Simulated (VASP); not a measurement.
# CdTe in VASP: one cell, several levels of theory

Aim: gap, levels, forces and stress of CdTe built on the zincblende prototype, under +2.8 % biaxial strain in x and y, z held at fixed geometry. Runs: PBE, r2SCAN. The results are then set beside those of Ansatz 0.2.0 for the same cell.

Program: VASP 6.6.1. PAW datasets, plane waves. (Simulation; spin polarisation is off.)

### Step 1. The system as given

The cell comes from an earlier relaxation with r2SCAN in another program, then strained, with the atoms relaxed again.

It is tetragonal, I-4m2 (No. 119); conventional cell a = 4.770 Å, c = 6.560 Å, 37.31 Å³ an atom. Around Cd lie 4 Te at 2.89 Å; around Te lie 4 Cd at 2.89 Å.

Coordinates:

```cif
data_structure
_symmetry_space_group_name_H-M 'I-4m2'
_symmetry_Int_Tables_number 119
_cell_length_a 4.7698
_cell_length_b 4.7698
_cell_length_c 6.5599
_cell_angle_alpha 90.000
_cell_angle_beta 90.000
_cell_angle_gamma 90.000
_cell_volume 149.25
loop_
_atom_site_label
_atom_site_type_symbol
_atom_site_symmetry_multiplicity
_atom_site_Wyckoff_symbol
_atom_site_fract_x
_atom_site_fract_y
_atom_site_fract_z
_atom_site_occupancy
Cd1 Cd 2 a 0.00000 0.00000 0.00000 1
Te1 Te 2 c 0.00000 0.50000 0.25000 1
```

### Step 2. PBE at this geometry

Contents of INCAR:

```
ENCUT = 520.000000
SIGMA = 0.020000
EDIFF = 1.00e-07
GGA = PE
PREC = Accurate
IBRION = -1
ISIF = 2
ISMEAR = -1
NBANDS = 16
NELM = 120
NSW = 0
LASPH = .TRUE.
LCHARG = .TRUE.
LELF = .TRUE.
LWAVE = .FALSE.
LREAL = .FALSE.
```

Contents of KPOINTS:

```
KPOINTS created by Atomic Simulation Environment
0
Gamma
6 6 6
0 0 0
```

Contents of KPOINTS_OPT:

```
special points
6
Reciprocal
0.0000000000 0.0000000000 0.0000000000 1
-0.5000000000 -0.5000000000 0.0000000000 1
-0.3750000000 -0.3750000000 0.2500000000 1
-0.3750000000 0.0000000000 0.3750000000 1
0.0000000000 0.0000000000 0.5000000000 1
-0.5000000000 -0.2500000000 0.2500000000 1
```

Contents of POSCAR:

```
Cd Te
 1.0000000000000000
     0.0000000000000000    3.3727778470000001    3.2799551172000001
     3.3727778470000001    0.0000000000000000    3.2799551172000001
     3.3727778470000001    3.3727778470000001    0.0000000000000000
 Cd  Te
   1   1
Cartesian
  0.0000000000000000  0.0000000000000000  0.0000000000000000
  1.6863889235000000  1.6863889235000000  1.6399775585999998
```

The run uses the recommended PBE PAW datasets (18 valence electrons a neutral cell).

Run with:

```console
> mpirun -np 1 vasp_std
```

Standard output, without the iteration lines:

```text
POSCAR found type information on POSCAR CdTe
 POSCAR found :  2 types and       2 ions
 LDA part: xc-table for (Slater+PW92), standard interpolation
 POSCAR, INCAR and KPOINTS ok, starting setup
 FFT: planning ... GRIDC
 FFT: planning ... GRID_SOFT
 FFT: planning ... GRID
 WAVECAR not read
 entering main loop
 Start KPOINTS_OPT (optional k-point list driver)
k-point batch [1-6\6]
```

OSZICAR:

```text
N       E                     dE             d eps       ncg     rms          rms(c)
DAV:   1     0.100239745485E+03    0.10024E+03   -0.81221E+03   960   0.962E+02
DAV:   2    -0.123662999332E+01   -0.10148E+03   -0.96730E+02  1168   0.234E+02
DAV:   3    -0.500317896650E+01   -0.37665E+01   -0.37611E+01  1152   0.469E+01
DAV:   4    -0.504068406214E+01   -0.37505E-01   -0.37504E-01  1504   0.406E+00
DAV:   5    -0.504079578947E+01   -0.11173E-03   -0.11173E-03  1224   0.199E-01    0.464E+00
DAV:   6    -0.481358742890E+01    0.22721E+00   -0.38232E-01  1136   0.684E+00    0.394E+00
DAV:   7    -0.479844452340E+01    0.15143E-01   -0.98789E-02  1136   0.199E+00    0.158E+00
DAV:   8    -0.479945327251E+01   -0.10087E-02   -0.94841E-03  1064   0.107E+00    0.427E-01
DAV:   9    -0.479982555603E+01   -0.37228E-03   -0.99330E-04  1224   0.302E-01    0.893E-02
DAV:  10    -0.479988307660E+01   -0.57521E-04   -0.10558E-04  1160   0.987E-02    0.541E-02
DAV:  11    -0.479992739692E+01   -0.44320E-04   -0.79875E-05  1144   0.504E-02    0.344E-02
DAV:  12    -0.479992653672E+01    0.86020E-06   -0.30298E-06  1216   0.123E-02    0.194E-02
DAV:  13    -0.479992649871E+01    0.38008E-07   -0.86128E-07  1224   0.418E-03
   1 F= -.47999265E+01 E0= -.47999265E+01  d E =-.762124E-07
       N       E                     dE             ncg
DAV:   1     0.618929742455E+03   -0.25487E+04      192
DAV:   2     0.250750859897E+02   -0.59385E+03      224
DAV:   3     0.349523359211E+01   -0.21580E+02      264
DAV:   4     0.330711675048E+01   -0.18812E+00      264
DAV:   5     0.330662550310E+01   -0.49125E-03      280
DAV:   6     0.330661713470E+01   -0.83684E-05      280
DAV:   7     0.330661710362E+01   -0.31082E-07      248
```

The lines after F= are the extra pass for the points of KPOINTS_OPT, at fixed density; their E is not a total energy.

OUTCAR, selected sections:

```text
k-points           NKPTS =     30   k-points in BZ     NKDIM =     30   number of bands    NBANDS=     16

   NELECT =      18.0000    total number of electrons

   dimension x,y,z NGX =    36 NGY =   36 NGZ =   36
   dimension x,y,z NGXF=    72 NGYF=   72 NGZF=   72

  energy-cutoff  :      520.00
  volume of cell :       74.62
      direct lattice vectors                 reciprocal lattice vectors
     0.000000000  3.372777847  3.279955117    -0.148245755  0.148245755  0.152441110
     3.372777847  0.000000000  3.279955117     0.148245755 -0.148245755  0.152441110
     3.372777847  3.372777847  0.000000000     0.148245755  0.148245755 -0.152441110

 k-points in reciprocal lattice and weights: KPOINTS created by Atomic Simulation Env
   0.00000000  0.00000000  0.00000000       0.005
   0.16666667  0.00000000  0.00000000       0.037
   0.33333333  0.00000000  0.00000000       0.037
   0.50000000 -0.00000000  0.00000000       0.019
   0.16666667  0.16666667  0.00000000       0.009
   0.33333333  0.16666667  0.00000000       0.037
   0.50000000  0.16666667  0.00000000       0.037
  -0.33333333  0.16666667  0.00000000       0.037
[... 22 more k-points ...]

 E-fermi :   1.8326

 k-point     1 :       0.0000    0.0000    0.0000
  band No.  band energies     occupation
      1      -9.1280      2.00000
      2      -6.4585      2.00000
      3      -6.4585      2.00000
      4      -6.4522      2.00000
      5      -6.2595      2.00000
      6      -6.2580      2.00000
      7       1.5328      2.00000
      8       1.5328      2.00000
      9       1.6123      1.99997
     10       2.0522      0.00003
     11       6.2048      0.00000
     12       6.2164      0.00000
     13       6.2164      0.00000
     14       8.8897      0.00000
     15      10.5728      0.00000
     16      10.9115      0.00000

 k-point     2 :       0.1667    0.0000    0.0000
  band No.  band energies     occupation
      1      -9.0482      2.00000
      2      -6.4445      2.00000
      3      -6.4403      2.00000
      4      -6.3827      2.00000
      5      -6.2595      2.00000
      6      -6.2591      2.00000
      7      -0.0685      2.00000
      8       1.3358      2.00000
      9       1.4082      2.00000
     10       3.1881      0.00000
     11       6.2254      0.00000
     12       6.5021      0.00000
     13       6.5335      0.00000
     14       9.8366      0.00000
     15       9.8778      0.00000
     16      10.1125      0.00000

 k-point     3 :       0.3333    0.0000    0.0000
  band No.  band energies     occupation
      1      -8.8897      2.00000
      2      -6.4206      2.00000
      3      -6.4154      2.00000
      4      -6.2586      2.00000
      5      -6.2546      2.00000
      6      -6.1555      2.00000
      7      -1.6718      2.00000
      8       1.0001      2.00000
      9       1.1042      2.00000
     10       3.3612      0.00000
     11       6.7319      0.00000
     12       6.8334      0.00000
     13       7.5733      0.00000
     14       9.6102      0.00000
     15      10.3368      0.00000
     16      10.3423      0.00000

 k-point     4 :       0.5000   -0.0000    0.0000
  band No.  band energies     occupation
      1      -8.8122      2.00000
      2      -6.4114      2.00000
      3      -6.4055      2.00000
      4      -6.2548      2.00000
      5      -6.2491      2.00000
      6      -5.9755      2.00000
      7      -2.3707      2.00000
      8       0.8527      2.00000
      9       0.9707      2.00000
     10       3.2750      0.00000
     11       6.6980      0.00000
     12       6.8490      0.00000
     13       8.5162      0.00000
     14       9.9046      0.00000
     15      11.5454      0.00000
     16      11.7199      0.00000

 k-point     5 :       0.1667    0.1667    0.0000
  band No.  band energies     occupation
      1      -9.0193      2.00000
      2      -6.4299      2.00000
      3      -6.4299      2.00000
      4      -6.3771      2.00000
      5      -6.2602      2.00000
      6      -6.2529      2.00000
      7      -0.0679      2.00000
      8       1.0212      2.00000
      9       1.0212      2.00000
     10       3.7526      0.00000
     11       5.3494      0.00000
     12       7.0348      0.00000
     13       7.0348      0.00000
     14       8.9213      0.00000
     15      10.6049      0.00000
     16      10.8259      0.00000

 k-point     6 :       0.3333    0.1667    0.0000
  band No.  band energies     occupation
      1      -8.8873      2.00000
      2      -6.4080      2.00000
      3      -6.4027      2.00000
      4      -6.2950      2.00000
      5      -6.2471      2.00000
      6      -6.1683      2.00000
      7      -1.2895      2.00000
      8       0.6182      2.00000
      9       0.6621      2.00000
     10       4.1798      0.00000
     11       5.5691      0.00000
     12       7.3211      0.00000
     13       7.5256      0.00000
     14       9.3121      0.00000
     15      11.1141      0.00000
     16      11.2225      0.00000

 k-point     7 :       0.5000    0.1667    0.0000
  band No.  band energies     occupation
      1      -8.7868      2.00000
      2      -6.3950      2.00000
      3      -6.3913      2.00000
      4      -6.2732      2.00000
      5      -6.2470      2.00000
      6      -5.9472      2.00000
      7      -2.1989      2.00000
      8       0.1972      2.00000
      9       0.5799      2.00000
     10       4.1344      0.00000
     11       6.3073      0.00000
     12       7.3787      0.00000
     13       7.8897      0.00000
     14      10.2218      0.00000
     15      11.4297      0.00000
     16      11.7554      0.00000

 k-point     8 :      -0.3333    0.1667    0.0000
  band No.  band energies     occupation
      1      -8.8143      2.00000
      2      -6.4018      2.00000
      3      -6.3954      2.00000
      4      -6.2608      2.00000
      5      -6.2587      2.00000
      6      -6.0154      2.00000
      7      -1.9815      2.00000
      8       0.0968      2.00000
      9       0.8301      2.00000
     10       4.1714      0.00000
     11       6.5608      0.00000
     12       7.1237      0.00000
     13       7.7266      0.00000
     14       9.9306      0.00000
     15      10.5204      0.00000
     16      11.6882      0.00000

[... the tables of k-points 9 to 30 left out ...]

  Total       -0.4723604     -0.4723604     -0.2604622      0.0000000      0.0000000     -0.0000000
  in kB      -10.1416987    -10.1416987     -5.5921889      0.0000000      0.0000000     -0.0000000
  external PRESSURE =      -8.6251955 kB  Pullay stress =       0.0000000 kB

 POSITION                                       TOTAL-FORCE (eV/Angst)
 -----------------------------------------------------------------------------------
      0.00000      0.00000      0.00000         0.000000      0.000000      0.000000
      1.68639      1.68639      1.63998        -0.000000     -0.000000     -0.000000
 -----------------------------------------------------------------------------------
    total drift:                               -0.000001     -0.000001     -0.000000

  FREE ENERGIE OF THE ION-ELECTRON SYSTEM (eV)
  ---------------------------------------------------
  free  energy   TOTEN  =        -4.7999264987 eV

  energy  without entropy=       -4.7999264225  energy(sigma->0) =       -4.79992646
```

Hardware: 1 MPI rank of Intel Xeon Platinum 8488C, shared host.

The levels at the points of KPOINTS_OPT are read from vasprun.xml.

Band energies at the special points (eV, zero at the top of v, the last band that the electrons fill by count):

```tsv
point	v−1	v	c	c+1
Γ	-0.08	0.00	0.44	4.59
X	-1.69	-1.69	2.47	2.69
U	-2.22	-1.42	2.76	4.24
K	-2.22	-1.31	2.91	4.39
L	-0.76	-0.64	1.66	5.09
W	-2.04	-1.88	3.82	4.60
```

PBE gives a direct gap of 0.44 eV at Γ. Pressure: -0.86 GPa; the forces vanish within 0.01 eV/Å.

Axes a, b and c in the maps are those of this run's conventional cell (a, b, c = 4.770, 4.770, 6.560 Å).

Density in a lattice plane of the grid's cell (edges 4.77 and 6.56 Å, at 0.000 of the third edge), which holds Cd and Te.

Ten even steps from '0' (-0.45 e/Å³) to '9' (9.91 e/Å³):
```
753100000000000135
321000000000000012
000000000000000000
000000000000000000
000000000000000000
000000000000000000
000000000000000000
000000000000000000
000000000000000000
000000000000000000
000000000000000000
000000000000000000
000000000000000000
000000000000000000
000000000000000000
000000000000000000
000000000000000000
321000000000000012
753100000000000135
974100000000000147
```
Columns run along the first of these edges and rows up along the second, over one cell in 18 and 20 even steps from the bottom left corner. Atoms in the plane (fractional): Cd at (0.00, 0.00), Te at (0.50, 0.75).

ELF in the same plane.

Ten even steps from ' ' (0.00) to '@' (0.87):
```
    ..::::--**%%%%%%%%%%**--::::..  
..::::::--**@@@@@@@@@@@@@@**--::::::
::::::::++%%@@@@@@@@@@@@@@%%++::::::
....::==%%@@@@@@##**##@@@@@@%%==::..
....--**%%@@@@%%**++**%%@@@@%%**--..
  ..--**%%@@@@%%##**##%%@@@@%%**--..
    ::++##%%@@@@@@@@@@@@@@%%##++::  
    ..--++##%%@@@@@@@@@@%%##++--..  
      ..--++##%%%%%%%%%%##++--..    
        ..::==++******++==::..      
            ..::::--::::..          
                                    
                                    
                                    
......                          ....
..........                  ........
::::::::....              ....::::::
..::----::....          ....::----::
    ..--::::..::::--::::..::::--..  
..    ::::::--++******++--::::::    
```
Columns run along the first of these edges and rows up along the second, over one cell in 18 and 20 even steps from the bottom left corner. Atoms in the plane (fractional): Cd at (0.00, 0.00), Te at (0.50, 0.75).

Both are smooth fields of the valence electrons: close to the nuclei they are not physical.

The highest ELF values outside the cores: 0.88 in the shell around Te, 1.0 Å from Te.

(Part 1 of 2 ends here.)
